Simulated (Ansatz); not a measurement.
Below is a relaxed structure of Al2Pt. The cell was found from a structure generator's guess, not taken from experiment.

Level of theory: DFT PBE, scalar-relativistic, plane waves, PAW (Ansatz). Cutoff 420 eV, Γ-centred mesh, Gaussian smearing, no spin polarisation.

```
Al Pt
1.0
     5.95834    0.00000    0.00000
     0.00000    5.95834    0.00000
     0.00000    0.00000    2.83670
Al Pt
4 2
Direct
  0.66586 0.83414 0.50000
  0.33414 0.16586 0.50000
  0.16586 0.66586 0.50000
  0.83414 0.33414 0.50000
  0.00000 0.00000 0.00000
  0.50000 0.50000 0.00000
```

Energies over the elements count from the elements' standard structures at the same level, with no fitted energy shifts.

Task: What space group does it have?

Result: P4/mbm (No. 127). Conventional cell: a = 5.958 Å, c = 2.837 Å. Around Al lie 4 Pt at 2.64 Å, 3 Al at 2.80–2.84 Å and 4 Al at 3.14 Å; Pt has 8 Al at 2.64 Å and 2 Pt at 2.84 Å.

Task: What is its formation energy per atom?

Result: −0.63 eV/atom.

Task: Is it a metal?

Result: Yes, bands cross the Fermi level on the 6×6×14 mesh.

The last run used a 6×6×14 mesh (in the run's order of axes) for its 6-atom cell and Gaussian smearing of 0.10 eV. These runs have no spin–orbit coupling, which can matter for Pt. Symmetry constrained the relaxation, so the result can be a saddle point. Another cell of Al2Pt relaxed alike, in Fm-3m (a cell as deposited in COD), lies 255 meV/atom lower, so this cell isn't the stable form at this level.
